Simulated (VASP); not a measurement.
Here is a VASP 6.6.1 calculation.

INCAR

```
SYSTEM = Ti
  ALGO = Normal
  EDIFF = 1E-7
  EDIFFG = -0.005
  ENCUT = 600
  GGA = PE
  IBRION = 2
  ISIF = 3
  ISMEAR = 0
  IVDW = 12
  LASPH = .True.
  LCHARG = .False.
  LREAL = .False.
  LWAVE = .False.
  NELM = 60
  NSW = 90
  PREC = Accurate
  SIGMA = 0.1
```

The input KPOINTS:

```
k-points
0
Gamma
  12 12 14
  0 0 0
```

POSCAR

```
Ti
1.0
    4.5673748300      0.0000000000      0.0000000000
   -2.2836874200      3.9554626300      0.0000000000
    0.0000000000      0.0000000000      2.8262442700
Ti
3
Direct
    0.0000000000      0.0000000000      0.0000000000
    0.3333333300      0.6666666700      0.5000000000
    0.6666666700      0.3333333300      0.5000000000
```

Potentials or basis: VASP PAW PBE potentials, release 64 (Ti_sv).

Launch:

```sh
$ cat potpaw_PBE.64/Ti_sv/POTCAR > POTCAR
$ mpirun -np 1 vasp_std > vasp.out
```

Q: What does it give for the band gap on the k mesh?

A: None (metal or under the smearing width).

Q: Estimate the relaxed volume.

A: 16.20 Å³/atom.

Q: Predict the space group after relaxing (to 0.05 Å).

A: P6/mmm (No. 191).

Q: What does it give for the relaxed cell?

A: a = 4.490 Å, b = 4.490 Å, c = 2.783 Å, α = 90.00°, β = 90.00°, γ = 120.00°.

Final structure:
```
Ti
1.0
     4.49016    0.00000    0.00000
    -2.24508    3.88860    0.00000
     0.00000    0.00000    2.78339
Ti
3
Direct
  0.00000 0.00000 0.00000
  0.33333 0.66667 0.50000
  0.66667 0.33333 0.50000
```

Caveat: pairwise dispersion overbinds metals, which lowers pressure and volume.
